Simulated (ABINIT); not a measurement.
Here is an ABINIT 10.8.3 (patched build) calculation.

The input run.abi:

```
# Datasets: one volume each
ndtset 7
getwfk -1
scalecart1 3*0.9795861087
scalecart2 3*0.9864848297
scalecart3 3*0.9932883884
scalecart4 3*1.0000000000
scalecart5 3*1.0066227096
scalecart6 3*1.0131594038
scalecart7 3*1.0196128224

# Pseudopotentials
pp_dirpath "./"
pseudos "Pb.GGA_PBE-JTH.xml, O.GGA_PBE-JTH.xml"

# Structure
acell 3.8211937318 3.8211937318 3.8211937318 Angstrom
rprim
     0.0000000000     0.7071067812     0.7071067812
     0.7071067812     0.0000000000     0.7071067812
     0.7071067812     0.7071067812     0.0000000000
ntypat 2
znucl 82 8
natom 3
typat 1 2 2
xred
     0.0000000000     0.0000000000     0.0000000000
     0.7500000000     0.7500000000     0.7500000000
     0.2500000000     0.2500000000     0.2500000000

# Plane-wave basis
ecut 761.918815 eV
pawecutdg 50.0

# k points
kptopt 1
ngkpt 6 6 6
nshiftk 1
shiftk 0.0 0.0 0.0

# Exchange and correlation
ixc -497498
usekden 1
pawxcdev 0

# Bands and occupations
nband 17
occopt 3
tsmear 0.00183747

# SCF cycle
nstep 100
tolvrs 1.0e-7

# Output
iomode 3
prtwf 1
prtden 0
prteig 0
prtebands 0
enunit 1
```

Potentials or basis: JTH PAW PBE v2.0.

The run is started by

```sh
$ abinit run.abi > log 2>&1
```

**Question.** What does it give for the equilibrium volume?

**Answer.** 12.62 Å³/atom.

**Question.** Predict the pressure derivative of the bulk modulus.

**Answer.** 4.9.

**Question.** Predict the bulk modulus.

**Answer.** 160 GPa.

Energy against volume, from the lowest point:
| volume (Å³/atom) | energy (meV/atom) |
| --- | --- |
| 12.362 | 2.74 |
| 12.625 | 0.00 |
| 12.888 | 2.66 |
| 13.151 | 10.19 |
| 13.414 | 22.04 |
| 13.677 | 37.61 |
| 13.940 | 56.52 |

Caveat: pressures at fixed basis lie under the slope of the energies; the PAW data sets were made with another functional, which shifts forces and pressure a little. Spin-orbit coupling is left out, which matters for the levels of Pb.
